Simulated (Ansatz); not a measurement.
# Tungsten, dhcp under PBEsol: ground state and equation of state, part 1 of 2

The plan for tungsten in the dhcp structure: relax it, solve it on a dense k-mesh, then scale the cell to 7 volumes from 88 to 112 % of the relaxed one and try a fit of the equation of state. Spin polarisation is left out. The k-meshes are 13×13×4 for the relaxation; 17×17×5 for the dense run; 15×15×4 for the volumes.

Method: DFT PBEsol, plane waves (420 eV) with PAW, scalar-relativistic; the PAW data stem from PBE, with regenerated cores, in Ansatz 0.2.0.

**1. Starting point**

The structure is hexagonal, space group P6_3/mmc (No. 194). The conventional cell has a = 2.819 Å, b = 2.819 Å, c = 9.208 Å, α = 90.00°, β = 90.00°, γ = 120.00°. W (site symmetry -3m) has 12 W at 2.82 Å as nearest neighbours. W (site symmetry -6m2) is surrounded by 12 W at 2.82 Å.

As a file:

```cif
data_structure
_symmetry_space_group_name_H-M 'P 1'
_symmetry_Int_Tables_number 1
_cell_length_a 2.8194
_cell_length_b 2.8194
_cell_length_c 9.2082
_cell_angle_alpha 90.000
_cell_angle_beta 90.000
_cell_angle_gamma 120.000
_cell_volume 63.39
loop_
_atom_site_label
_atom_site_type_symbol
_atom_site_fract_x
_atom_site_fract_y
_atom_site_fract_z
_atom_site_occupancy
W1 W 0.00000 0.00000 0.00000 1
W2 W 0.00000 0.00000 0.50000 1
W3 W 0.33333 0.66667 0.25000 1
W4 W 0.66667 0.33333 0.75000 1
```

**2. Relaxation of the cell**

The input, input.yaml:

```yaml
crystal:
  lattice:
    - [2.8194054199, 0.0, 0.0]
    - [-1.40970271, 2.4416767172, 0.0]
    - [0.0, 0.0, 9.2081781015]
  atoms:
    - { symbol: W, position: [0.0, 0.0, 0.0] }
    - { symbol: W, position: [0.0, 0.0, 0.5] }
    - { symbol: W, position: [0.3333333333, 0.6666666667, 0.25] }
    - { symbol: W, position: [0.6666666667, 0.3333333333, 0.75] }
hamiltonian:
  xc: pbesol
  pseudopotentials:
    kind: paw
    azcp:
      W: "pseudopotentials/W.paw.azcp"
basis:
  ecutwfc: 420
  fft_grid_basis: typed
kpoints:
  mp_grid: { grid: [13, 13, 4], shift: [0, 0, 0] }
magnetization:
  spin_polarized: false
scf:
  occupations: { method: fermi_dirac, width: 0.1 }
relax:
  max_steps: 60
  f_tol: 0.01
  cell: {}
output:
  write_density: true
  write_potential: true
  elf: true
  volumetric_format: npy
```

The run is started by

```
> ansatz run input.yaml --threads 2 --pin off --max-ram 5120MiB --backend cpu --events-out ev --progress --plain --runs-dir out
```

Standard output:

```text
Warning: <dir> the record states the generating functional pbe (its physics header spells it `PBE`), which answers neither for hamiltonian.xc's functional nor for the pbesol family's — results may be inconsistent (PPs are generated against a specific XC)
Warning: RAYON_NUM_THREADS=2 ignored (pool sized by the plan → 2); use --threads N
Engine: ansatz 0.2.0, x86_64-unknown-linux-gnu
Pseudopotentials: kind: paw
Pseudopotential: W, paw, valence charge 14, recommended cutoff 420 eV (normal), <dir>
Functional definition: PBEsol
  exchange = pbesol_x
  correlation = pbesol_c
Crystal: 4 atoms, lattice volume = 63.390 Å³
Basis set: ecut = 420 eV, 1255 PW (Γ), exchange–correlation on 40×40×128 points (8 copies of the dense FFT grid, shifted against one another)
Bands: 34, of which v1, the nominal top of the filled ones, is band 28 counted from 1 (27 counted from 0)
Symmetry: 24 space group operations
Space group: P63/mmc (ITA 194), of the structure as read, at distance tolerance 4.0e-5 Å
k-points: 63 of 676
Non-local potential: W, projectors of the file, l = 0: 3, l = 1: 2, l = 2: 2, l = 3: 1
PAW form: soft (Blöchl's): semilocal exchange-correlation on the pseudo side does not see the compensation charge
PAW frozen core: W, regenerated for the run's functional, and the local potential with it (the file was generated under x = pbe(κ = 0.804, μ = 0.2195149727645171), c = pbe(β = 0.06672455060314922))
PAW one-centre angular grid: W, 590 points (default); XC on 64 Gauss nodes
Initial density: superposition of atomic densities (neutral atoms: chi_scale 0, normalization atom), corrected by the library's trained network
Initial wavefunctions: pseudopotential atomic-orbital guess
Functional: x = pbesol(κ = 0.804, μ = 0.12345679012345678), c = pbesol(β = 0.046)
SCF iter   1: F=—  HF=-41024.215152 eV  |F-HF|=—  |Δ(HF+E_count)|=         —  Δρ=7.03e-3  dr2=2.87e-2  ethr=1.77e-3  ⟨swp⟩=5.0  Hψ=8380  notcnv=0
preconditioner: auto → Kerker (q_TF=auto, 2.673 Å⁻¹)  [metal: Δε(μ)=0.004 eV  Ē_g=4.846 eV  σ=0.100 eV  W_gap=0.01  n_scr=24 (ndim 8)  ℏωp=22.8 eV  f_vac=0.000  D(μ)=5.58/eV (n_scr^D=64)]
SCF iter   2: F=—  HF=-41024.209989 eV  |F-HF|=—  |Δ(HF+E_count)|=   5.16e-3  Δρ=4.24e-3  dr2=1.01e-2  ethr=5.12e-5  ⟨swp⟩=1.0  Hψ=2660  notcnv=0
SCF iter   3: F=—  HF=-41024.207082 eV  |F-HF|=—  |Δ(HF+E_count)|=   2.91e-3  Δρ=5.22e-4  dr2=1.71e-4  ethr=1.81e-5  ⟨swp⟩=2.0  Hψ=2899  notcnv=0
SCF iter   4: F=—  HF=-41024.207035 eV  |F-HF|=—  |Δ(HF+E_count)|=   4.78e-5  Δρ=9.01e-5  dr2=2.82e-6  ethr=3.06e-7  ⟨swp⟩=2.0  Hψ=2865  notcnv=0
SCF iter   5: F=—  HF=-41024.207000 eV  |F-HF|=—  |Δ(HF+E_count)|=   3.48e-5  Δρ=1.78e-5  dr2=1.52e-7  ethr=5.03e-9  ⟨swp⟩=2.5  Hψ=3503  notcnv=0
SCF iter   6: F=-41024.207000 eV  HF=-41024.207000 eV  |F-HF|=6.84e-10  |Δ(HF+E_count)|=   3.58e-8  Δρ=2.34e-6  dr2=2.22e-9  ethr=1.79e-10  ⟨swp⟩=8.0  Hψ=12885  notcnv=0
SCF 1 converged in 6 iterations: F = -41024.207000 eV  dr2 = 2.22e-9
relax step   1: F+E_penalty+E_count = -41024.20699975 eV  Δ(F+E_penalty+E_count) = +0.000e0 eV  max|allowed force component| = 4.626e-18 eV/Å  Δτ_max = 0.0000 Å  P = +2.079 GPa  Ω = 63.390 Å³  (6 SCF iters, dr2 threshold 1.00e-7 eV, accepted)
Crystal: 4 atoms, lattice volume = 64.951 Å³
Basis set: ecut = 420 eV, 1293 PW (Γ), exchange–correlation on 40×40×128 points (8 copies of the dense FFT grid, shifted against one another)
Initial density: handed on by an earlier stage of this run
Initial wavefunctions: those handed on with the density
iter 1 solved again at ethr=1.86e-4 eV; its pass at ethr=3.10e-3 eV (dr2=1.04e-1 eV) is discarded
SCF iter   1: F=—  HF=-41024.376434 eV  |F-HF|=—  |Δ(HF+E_count)|=         —  Δρ=1.43e-2  dr2=1.05e-1  ethr=1.86e-4  ⟨swp⟩=1.0  Hψ=12428  notcnv=0
preconditioner: auto → Kerker (q_TF=auto, 2.662 Å⁻¹)  [metal: Δε(μ)=0.012 eV  Ē_g=4.773 eV  σ=0.100 eV  W_gap=0.03  n_scr=14 (ndim 8)  ℏωp=22.6 eV  f_vac=0.000  D(μ)=4.22/eV (n_scr^D=52)]
SCF iter   2: F=—  HF=-41024.350869 eV  |F-HF|=—  |Δ(HF+E_count)|=   2.56e-2  Δρ=8.00e-3  dr2=3.49e-2  ethr=1.86e-4  ⟨swp⟩=1.0  Hψ=2142  notcnv=0
SCF iter   3: F=—  HF=-41024.338249 eV  |F-HF|=—  |Δ(HF+E_count)|=   1.26e-2  Δρ=7.97e-4  dr2=2.20e-4  ethr=6.23e-5  ⟨swp⟩=2.2  Hψ=2938  notcnv=0
SCF iter   4: F=—  HF=-41024.338222 eV  |F-HF|=—  |Δ(HF+E_count)|=   2.68e-5  Δρ=8.73e-5  dr2=1.78e-6  ethr=3.93e-7  ⟨swp⟩=2.9  Hψ=4335  notcnv=0
iter 5 did not close the SCF: its close was put off for the readings that it lacked (scf_convergence_deferred on its scf_iter line)
SCF iter   5: F=-41024.338223 eV  HF=-41024.338223 eV  |F-HF|=8.67e-9  |Δ(HF+E_count)|=   3.32e-7  Δρ=1.14e-5  dr2=3.13e-8  ethr=3.17e-9  ⟨swp⟩=1.3  Hψ=2216  notcnv=0
SCF iter   6: F=-41024.338223 eV  HF=-41024.338223 eV  |F-HF|=7.28e-12  |Δ(HF+E_count)|=   1.13e-8  Δρ=1.39e-6  dr2=6.01e-10  ethr=5.59e-11  ⟨swp⟩=6.2  Hψ=12436  notcnv=0
SCF 2 converged in 6 iterations: F = -41024.338223 eV  dr2 = 6.01e-10
relax step   2: F+E_penalty+E_count = -41024.33822267 eV  Δ(F+E_penalty+E_count) = -1.312e-1 eV  max|allowed force component| = 1.735e-17 eV/Å  Δτ_max = 0.0000 Å  P = -4.215 GPa  Ω = 64.951 Å³  energy of the carried Pulay correction = -5.219e-4 eV  (6 SCF iters, dr2 threshold 4.00e-7 eV, accepted)
Crystal: 4 atoms, lattice volume = 63.857 Å³
Basis set: ecut = 420 eV, 1239 PW (Γ), exchange–correlation on 40×40×128 points (8 copies of the dense FFT grid, shifted against one another)
iter 1 solved again at ethr=8.09e-5 eV; its pass at ethr=3.10e-3 eV (dr2=4.53e-2 eV) is discarded
SCF iter   1: F=—  HF=-41024.328783 eV  |F-HF|=—  |Δ(HF+E_count)|=         —  Δρ=8.75e-3  dr2=4.75e-2  ethr=8.09e-5  ⟨swp⟩=1.2  Hψ=11260  notcnv=0
preconditioner: auto → Kerker (q_TF=auto, 2.669 Å⁻¹)  [metal: Δε(μ)=0.018 eV  Ē_g=4.884 eV  σ=0.100 eV  W_gap=0.04  n_scr=14 (ndim 8)  ℏωp=22.8 eV  f_vac=0.000  D(μ)=3.42/eV (n_scr^D=38)]
SCF iter   2: F=—  HF=-41024.316679 eV  |F-HF|=—  |Δ(HF+E_count)|=   1.21e-2  Δρ=4.96e-3  dr2=1.62e-2  ethr=8.09e-5  ⟨swp⟩=1.0  Hψ=2142  notcnv=0
SCF iter   3: F=—  HF=-41024.310462 eV  |F-HF|=—  |Δ(HF+E_count)|=   6.22e-3  Δρ=5.52e-4  dr2=1.01e-4  ethr=2.89e-5  ⟨swp⟩=2.2  Hψ=3012  notcnv=0
SCF iter   4: F=—  HF=-41024.310487 eV  |F-HF|=—  |Δ(HF+E_count)|=   2.46e-5  Δρ=5.56e-5  dr2=9.75e-7  ethr=1.80e-7  ⟨swp⟩=2.9  Hψ=4327  notcnv=0
iter 5 did not close the SCF: its close was put off for the readings that it lacked (scf_convergence_deferred on its scf_iter line)
SCF iter   5: F=-41024.310487 eV  HF=-41024.310487 eV  |F-HF|=6.40e-10  |Δ(HF+E_count)|=   7.47e-8  Δρ=9.34e-6  dr2=3.00e-8  ethr=1.74e-9  ⟨swp⟩=1.3  Hψ=2200  notcnv=0
SCF iter   6: F=-41024.310487 eV  HF=-41024.310487 eV  |F-HF|=5.02e-10  |Δ(HF+E_count)|=  8.59e-10  Δρ=1.66e-6  dr2=1.52e-9  ethr=5.35e-11  ⟨swp⟩=6.1  Hψ=12085  notcnv=0
SCF 3 converged in 6 iterations: F = -41024.310487 eV  dr2 = 1.52e-9
relax step   3: F+E_penalty+E_count = -41024.31048673 eV  Δ(F+E_penalty+E_count) = +2.774e-2 eV  max|allowed force component| = 3.238e-17 eV/Å  Δτ_max = 0.0000 Å  P = +2.514 GPa  Ω = 63.857 Å³  energy of the carried Pulay correction = -1.483e-4 eV  (6 SCF iters, dr2 threshold 4.00e-7 eV, rejected (line search))
[... 12 lines left out ...]
relax step   4: F+E_penalty+E_count = -41024.35661319 eV  Δ(F+E_penalty+E_count) = -1.839e-2 eV  max|allowed force component| = 2.776e-17 eV/Å  Δτ_max = 0.0000 Å  P = +0.225 GPa  Ω = 64.030 Å³  energy of the carried Pulay correction = -2.108e-4 eV  (7 SCF iters, accepted)
[... 14 lines left out ...]
relax step   5: F+E_penalty+E_count = -41024.35713513 eV  Δ(F+E_penalty+E_count) = -5.219e-4 eV  max|allowed force component| = 6.361e-17 eV/Å  Δτ_max = 0.0000 Å  P = -0.034 GPa  Ω = 64.113 Å³  energy of the carried Pulay correction = -2.385e-4 eV  (6 SCF iters, dr2 threshold 4.00e-7 eV, accepted)
[... 13 lines left out ...]
relax step   6: F+E_penalty+E_count = -41024.35714834 eV  Δ(F+E_penalty+E_count) = -1.321e-5 eV  max|allowed force component| = 2.313e-17 eV/Å  Δτ_max = 0.0000 Å  P = -0.001 GPa  Ω = 64.103 Å³  energy of the carried Pulay correction = -2.350e-4 eV  (6 SCF iters, accepted)
Basis set: ecut = 420 eV, 1251 PW (Γ), exchange–correlation on 40×40×144 points (8 copies of the dense FFT grid, shifted against one another)
Initial wavefunctions: pseudopotential atomic-orbital guess (no wavefunctions were taken with the density)
iter 1 solved again at ethr=5.73e-9 eV; its pass at ethr=3.10e-3 eV (dr2=3.21e-6 eV) is discarded
SCF iter   1: F=—  HF=-41024.357533 eV  |F-HF|=—  |Δ(HF+E_count)|=         —  Δρ=2.31e-4  dr2=1.56e-6  ethr=5.73e-9  ⟨swp⟩=3.8  Hψ=14979  notcnv=0
SCF iter   2: F=—  HF=-41024.357541 eV  |F-HF|=—  |Δ(HF+E_count)|=   8.19e-6  Δρ=1.19e-4  dr2=4.22e-7  ethr=2.79e-9  ⟨swp⟩=1.0  Hψ=2142  notcnv=0
SCF iter   3: F=—  HF=-41024.357542 eV  |F-HF|=—  |Δ(HF+E_count)|=   1.11e-6  Δρ=2.58e-6  dr2=1.16e-9  ethr=7.53e-10  ⟨swp⟩=2.1  Hψ=3804  notcnv=0
iter 4 did not close the SCF: its close was put off for the readings that it lacked (scf_convergence_deferred on its scf_iter line)
SCF iter   4: F=-41024.357542 eV  HF=-41024.357542 eV  |F-HF|=7.28e-12  |Δ(HF+E_count)|=  1.46e-11  Δρ=2.49e-7  dr2=9.32e-12  ethr=2.08e-12  ⟨swp⟩=2.1  Hψ=3439  notcnv=0
iter 5 did not close the SCF: its close was put off for the readings that it lacked (scf_convergence_deferred on its scf_iter line)
SCF iter   5: F=-41024.357542 eV  HF=-41024.357542 eV  |F-HF|=0.00e0  |Δ(HF+E_count)|=    0.00e0  Δρ=3.55e-8  dr2=4.69e-13  ethr=1.00e-12  ⟨swp⟩=1.0  Hψ=2142  notcnv=0
iter 6 did not close the SCF: its close was put off for the readings that it lacked (scf_convergence_deferred on its scf_iter line)
SCF iter   6: F=-41024.357542 eV  HF=-41024.357542 eV  |F-HF|=0.00e0  |Δ(HF+E_count)|=  7.28e-12  Δρ=3.99e-9  dr2=8.22e-15  ethr=1.00e-12  ⟨swp⟩=1.0  Hψ=2142  notcnv=0
iter 7 did not close the SCF: its close was put off for the readings that it lacked (scf_convergence_deferred on its scf_iter line)
SCF iter   7: F=-41024.357542 eV  HF=-41024.357542 eV  |F-HF|=7.28e-12  |Δ(HF+E_count)|=  7.28e-12  Δρ=8.12e-10  dr2=3.41e-16  ethr=1.00e-12  ⟨swp⟩=1.0  Hψ=2142  notcnv=0
SCF iter   8: F=-41024.357542 eV  HF=-41024.357542 eV  |F-HF|=7.28e-12  |Δ(HF+E_count)|=  1.46e-11  Δρ=1.95e-10  dr2=2.21e-17  ethr=1.00e-12  ⟨swp⟩=2.9  Hψ=5732  notcnv=0
SCF 7 converged in 8 iterations: F = -41024.357542 eV  dr2 = 2.21e-17
relax step   7: F+E_penalty+E_count = -41024.35754231 eV  Δ(F+E_penalty+E_count) = -3.940e-4 eV  max|allowed force component| = 3.123e-17 eV/Å  Δτ_max = 0.0000 Å  P = -0.000 GPa  Ω = 64.103 Å³  stress off target by 1.24e-2 GPa  SCF on the basis re-selected at this cell (its energy is not comparable with the rows above)  (8 SCF iters)
basis re-selected at this cell: Δ(F+E_penalty+E_count) = -3.940e-4 eV, ΔP = +0.000 GPa vs the last step (what re-selecting the basis moved, of the pressure what is left beyond the Pulay correction that the steps carried, after the strain that the cell walked since its last selection, with what the two solves' SCF thresholds leave and, on support functions, any second-order correction that the steps lacked; it is no measure of the basis error at this ecutwfc). The dense FFT grid was sized anew with the basis: this SCF ran on 20×20×72 points, the steps before it on 20×20×64, so part of this shift can come from that change (see relax.cell in the input reference). This SCF's stress stands 1.24e-2 GPa from its target on what of the cell is left free (relax.cell.stress_tol is 5.00e-2 GPa) and its largest allowed force component is 3.12e-17 eV/Å (relax.f_tol is 1.00e-2 eV/Å): within both
SCF converged after 8 iterations
Free energy (F): -41024.357542 eV
Harris-Foulkes:  -41024.357542 eV  (|F-HF|=7.28e-12)
Internal energy: -41024.225972 eV  (E = F + TS)
E sigma→0 (E₀):  -41024.291757 eV
Entropy (-TS):   -0.131570 eV (-32.892 meV/atom)
Fermi energy:    21.791453 eV
--- Per-component energies (eV) ---
  E_band       = -344.110332
  E_kinetic    = 1801.287035
  E_local      = -2452.084680  (includes V_loc(G=0)·N_el)
  E_nonlocal   = 14.221005
  E_hartree    = 877.397976
  E_xc         = -1060.178797
  E_vxc        = -953.678700  (∫ρ·V_xc dr)
  E_paw        = -33744.503561  (= ΣΔE_a)
  E_vpaw       = -508.650689  (= ΣTr[D̂ρ^β])
  E_aug_tail   = -0.000254  (compensation charges beyond the density's cutoff)
  E_ewald      = -6461.251864
  E_core_change = 0.887169  (= ΣΔE_core)
  E_smearing   = -0.131570  (= −TS)
  E_closure    = 0.000000  (closes the sum)
  Σ components = -41024.357542   (vs F -41024.357542, Δ=0.00e0)
--- Forces (eV/Å), atoms counted from 1 ---
  atom   1  W     -0.00000000     0.00000000     0.00000000
  atom   2  W      0.00000000     0.00000000     0.00000000
  atom   3  W      0.00000000    -0.00000000     0.00000000
  atom   4  W      0.00000000     0.00000000     0.00000000
  max |Σ_I F_I| component: 9.25e-18 eV/Å
--- Stress (GPa, compression-positive) ---
       -0.006743       0.000000       0.000000
       -0.000000      -0.006743       0.000000
        0.000000       0.000000       0.012405
  P = ⅓ Tr σ = -0.0004 GPa (-0.004 kbar)
--- Band table (eV; the first three rows and the last of 63) ---
  k-point 0: bands = ["-51.8223", "-51.7924", "-51.7609", "-51.7306", "-16.6437", "-16.1525", "-16.1261", "-15.6014", "-15.4661", "-15.4661", "-15.4241", "-15.4241", "-15.3950", "-15.3950", "-15.3524", "-15.3524", "12.5913", "14.6244", "14.6257", "15.8169", "19.6634", "19.7010", "20.2048", "21.1628", "21.1628", "21.3131", "21.3131", "21.6022", "21.6022", "21.7097", "21.7925", "21.7925", "24.0120", "24.0120"]
  k-point 1: bands = ["-51.8193", "-51.7994", "-51.7538", "-51.7337", "-16.6064", "-16.3363", "-15.9373", "-15.6436", "-15.4621", "-15.4621", "-15.4351", "-15.4351", "-15.3839", "-15.3839", "-15.3565", "-15.3565", "12.7489", "13.8709", "15.2619", "15.7831", "19.7316", "19.9604", "20.1271", "21.2004", "21.2004", "21.3264", "21.3264", "21.3612", "21.5799", "21.5799", "21.7348", "21.7348", "24.1191", "24.1191"]
  k-point 2: bands = ["-51.8108", "-51.8108", "-51.7423", "-51.7423", "-16.4992", "-16.4992", "-15.7626", "-15.7626", "-15.4509", "-15.4509", "-15.4509", "-15.4509", "-15.3679", "-15.3679", "-15.3679", "-15.3679", "13.1996", "13.1996", "15.6352", "15.6352", "19.9336", "19.9336", "20.6101", "20.6101", "21.2866", "21.2866", "21.2866", "21.2866", "21.6200", "21.6200", "21.6200", "21.6200", "24.3782", "24.3782"]
  k-point 62: bands = ["-51.6719", "-51.6719", "-51.6397", "-51.6397", "-16.4264", "-16.4264", "-16.3689", "-16.3689", "-16.2121", "-16.2121", "-16.1424", "-16.1424", "-15.8635", "-15.8635", "-15.8013", "-15.8013", "17.7717", "17.7717", "18.3518", "18.3518", "19.0135", "19.0135", "19.0850", "19.0850", "20.3707", "20.3707", "20.4100", "20.4100", "22.2799", "22.2799", "23.3792", "23.3792", "25.6502", "25.6502"]
--- Relaxed structure (6 steps of the walk, 5 accepted, 1 SCFs on fresh bases) ---
  F+E_penalty+E_count = -41024.35754231 eV   max|allowed force component| = 3.123e-17 eV/Å   (the final SCF, on the basis selected at the relaxed cell)
  cell:  # Å, volume = 64.1026 Å³
    - [2.761637786522222, 2.827596094699126e-11, 0.0]
    - [-1.3808188932855987, 2.391648479165133, 0.0]
    - [0.0, 0.0, 9.70535924234999]
  atoms:
    - { symbol: W, position: [1.6214148100530121e-34, 4.1081954281437917e-35, -1.6162424488253106e-104] }
    - { symbol: W, position: [1.7895982211293433e-34, 2.2841566581333717e-34, 0.5] }
    - { symbol: W, position: [0.33333333333333337, 0.6666666666666669, 0.25] }
    - { symbol: W, position: [0.6666666666666667, 0.33333333333333337, 0.7500000000000001] }
```

It took 12 s on 2 threads of Intel Xeon 6975P-C (Granite Rapids), shared host; peak memory 0.55 GiB.

The walk, from the log:

```csv
step,energy change (meV/atom),largest force (eV/Å),pressure (GPa),volume (Å³/atom),accepted
1,0.00,0.0000,2.08,15.847,yes
2,-32.81,0.0000,-4.22,16.238,yes
3,-25.87,0.0000,2.51,15.964,no
4,-37.40,0.0000,0.22,16.007,yes
5,-37.53,0.0000,-0.03,16.028,yes
6,-37.54,0.0000,0.00,16.026,yes
7,-37.64,0.0000,0.00,16.026,yes
```

Steps that repeat a cell are solved on a basis chosen anew, so their changes of energy are no gain of the relaxation.

Changes in the cell that was computed:

|  | before | after | change |
| --- | --- | --- | --- |
| a (Å) | 2.819 | 2.762 | -2.0 % |
| b (Å) | 2.819 | 2.762 | -2.0 % |
| c (Å) | 9.208 | 9.705 | +5.4 % |
| volume (Å³/atom) | 15.847 | 16.026 | +1.1 % |
| shortest distance (Å) | 2.819 | 2.762 | -2.0 % |
| space group (spins left aside) | P6_3/mmc | P6_3/mmc | same |

**3. The energy on a finer k-mesh**

The input, input.yaml:

```yaml
crystal:
  lattice:
    - [2.7616377865, 0.0, 0.0]
    - [-1.3808188933, 2.3916484792, 0.0]
    - [0.0, 0.0, 9.7053592423]
  atoms:
    - { symbol: W, position: [0.0, 0.0, 1.0] }
    - { symbol: W, position: [0.0, 0.0, 0.5] }
    - { symbol: W, position: [0.3333333333, 0.6666666667, 0.25] }
    - { symbol: W, position: [0.6666666667, 0.3333333333, 0.75] }
hamiltonian:
  xc: pbesol
  pseudopotentials:
    kind: paw
    azcp:
      W: "pseudopotentials/W.paw.azcp"
basis:
  ecutwfc: 420
  fft_grid_basis: typed
kpoints:
  mp_grid: { grid: [17, 17, 5], shift: [0, 0, 0] }
magnetization:
  spin_polarized: false
scf:
  occupations: { method: fermi_dirac, width: 0.1 }
```

The run is started by

```
> ansatz run input.yaml --threads 2 --pin off --max-ram 5120MiB --backend cpu --events-out ev --progress --plain --runs-dir out
```

Standard output, cut to the lines that bear on the results:

```text
Warning: <dir> the record states the generating functional pbe (its physics header spells it `PBE`), which answers neither for hamiltonian.xc's functional nor for the pbesol family's — results may be inconsistent (PPs are generated against a specific XC)
Warning: RAYON_NUM_THREADS=2 ignored (pool sized by the plan → 2); use --threads N
[...]
[... 3 set-up lines as earlier in the session ...]
[...]
Crystal: 4 atoms, lattice volume = 64.103 Å³
Basis set: ecut = 420 eV, 1251 PW (Γ)
Bands: 34, of which v1, the nominal top of the filled ones, is band 28 counted from 1 (27 counted from 0)
[... 2 set-up lines as earlier in the session ...]
k-points: 99 of 1445
[...]
SCF iter   1: F=—  HF=-41024.364135 eV  |F-HF|=—  |Δ(HF+E_count)|=         —  Δρ=6.13e-3  dr2=2.61e-2  ethr=1.77e-3  ⟨swp⟩=4.9  Hψ=13239  notcnv=0
[...]
SCF iter   6: F=-41024.357860 eV  HF=-41024.357860 eV  |F-HF|=4.58e-10  |Δ(HF+E_count)|=   1.37e-8  Δρ=2.05e-6  dr2=1.78e-9  ethr=1.43e-10  ⟨swp⟩=1.0  Hψ=8140  notcnv=0
[...]
SCF converged after 6 iterations
Free energy (F): -41024.357860 eV
[...]
E sigma→0 (E₀):  -41024.291906 eV
Entropy (-TS):   -0.131908 eV (-32.977 meV/atom)
Fermi energy:    21.790322 eV
[...]
```

Wall time 1.9 s (2 threads of Intel Xeon 6975P-C (Granite Rapids), shared host); peak memory 0.55 GiB.

(Continued in part 2 of 2.)
